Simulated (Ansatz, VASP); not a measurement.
Two plane-wave programs on MoS2

```
CELL_PARAMETERS angstrom
1.59215 0.91923 6.48210
-1.59215 0.91923 6.48210
0.00000 -1.83846 6.48210
ATOMIC_POSITIONS crystal
Mo 0.99978 0.99978 0.99978
S 0.41293 0.41293 0.41293
S 0.25330 0.25330 0.25330
```

Measurements of this composition are mostly on another form, of space group No. 194.

Alike in both runs: task single point; functional PBEsol; k mesh 6 × 6 × 6; occupations gaussian, width 0.1 eV; collinear spin.

|  | VASP | Ansatz |
| --- | --- | --- |
| version | VASP 6.6.1 | Ansatz 0.2.0 |
| potentials or method | VASP PAW PBE potentials, release 64 (Mo_sv, S) | scalar-relativistic, plane waves, PAW |
| plane-wave cutoff (eV) | 520 | 420 |
| valence electrons in the cell | 26 | 26 |

```tsv
	VASP	Ansatz	Ansatz less VASP
gap on the k mesh at the Fermi level (eV)	1.08	1.06	-0.015
least direct gap on the mesh (eV)	1.66	1.66	-0.005
pressure (GPa)	-3.1	-3.1	+0.01
largest component of the traceless stress (GPa)	1.53	1.55	+0.016
rms of the force components (eV/Å)	0.062	0.062	+0.0007
net moment per atom (μB)	0.00	0.00	0.000
```

Atom by atom the forces differ by 0.001 eV/Å (rms over components). Ansatz warned: «seeded_moment_not_kept».

Caveats: the PAW data sets were made with another functional, which shifts forces and pressure a little (VASP). As with any semilocal functional, this PBEsol gap is likely too small. A k mesh can miss the band edges.
